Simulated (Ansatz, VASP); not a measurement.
## Al in VASP and in Ansatz

```xyz
1
Lattice="0.0000 1.9918 1.9918 1.9918 0.0000 1.9918 1.9918 1.9918 0.0000" Properties=species:S:1:pos:R:3 pbc="T T T"
Al    0.0000    0.0000    0.0000
```

Alike in both runs: functional LDA; k mesh 18 × 18 × 18; occupations gaussian, width 0.1 eV; no spin polarisation.

Ansatz relaxed the structure, and its values are those at the end. VASP's run is a single point on that final structure, the one shown.

|  | VASP | Ansatz |
| --- | --- | --- |
| version | VASP 6.6.1 | Ansatz 0.2.0 |
| potentials or method | VASP PAW LDA potentials, release 64 (Al) | scalar-relativistic, plane waves, PAW |
| plane-wave cutoff (eV) | 520 | 420 |
| valence electrons in the cell | 3 | 3 |

```tsv
	VASP	Ansatz	Ansatz less VASP
gap on the k mesh at the Fermi level (eV)	none	none	-
pressure (GPa)	0.1	0.0	-0.07
```

A gap of «none» marks a metal or a gap that the smearing closes.
